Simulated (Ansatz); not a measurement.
## Bands of TaC

```
Ta C
1.0
     0.00000    2.22700    2.22700
     2.22700    0.00000    2.22700
     2.22700    2.22700    0.00000
Ta C
1 1
Direct
  0.00000 0.00000 0.00000
  0.50000 0.50000 0.50000
```

Atom numbers follow the list: Ta1, C2.

The cell is COD entry 9008731, as deposited and not checked against the literature; nothing was relaxed.

Spin polarisation is left out, and whether a magnetic state lies lower isn't shown here.

Spin–orbit coupling is left out, though it moves levels of the heavy atoms by tenths of an eV or more.

Method: DFT, PBE, all-electron LAPW, scalar-relativistic (Ansatz 0.2.0).

Settings: a Γ-centred 13×13×13 k mesh, Fermi–Dirac smearing of 0.08 eV, basis error target 0.25 meV/atom, no spin polarisation.

Points in fractions of the reciprocal vectors of this cell: Γ (0, 0, 0), X (0.5, 0, 0.5), U (0.625, 0.25, 0.625), K (0.375, 0.375, 0.75), L (0.5, 0.5, 0.5), W (0.5, 0.25, 0.75). The path joins them by straight lines in the order Γ–X–U–K–Γ–L–W–X; legs that retrace an earlier one aren't tabulated. Energies are in eV from the Fermi level.

**Question.** Is there a gap?

**Answer.** none: with an odd electron count and no spin polarisation the bands can't all be full, a metal in this set-up (spin order or a larger cell could open a gap).

**Question.** List the levels between -14 and 0.5 eV at the symmetry points.

**Answer.** 
Γ: -1.35 (×3), -0.50 (×3)
X: -12.74, -4.64, -4.57, -1.78 (×2)
U: -11.94, -5.92, -4.91, -3.85, -0.63
K: -11.94, -5.92, -4.91, -3.85, -0.63
L: -10.37, -8.75, -5.50 (×2)
W: -11.83, -5.31, -5.01 (×2)
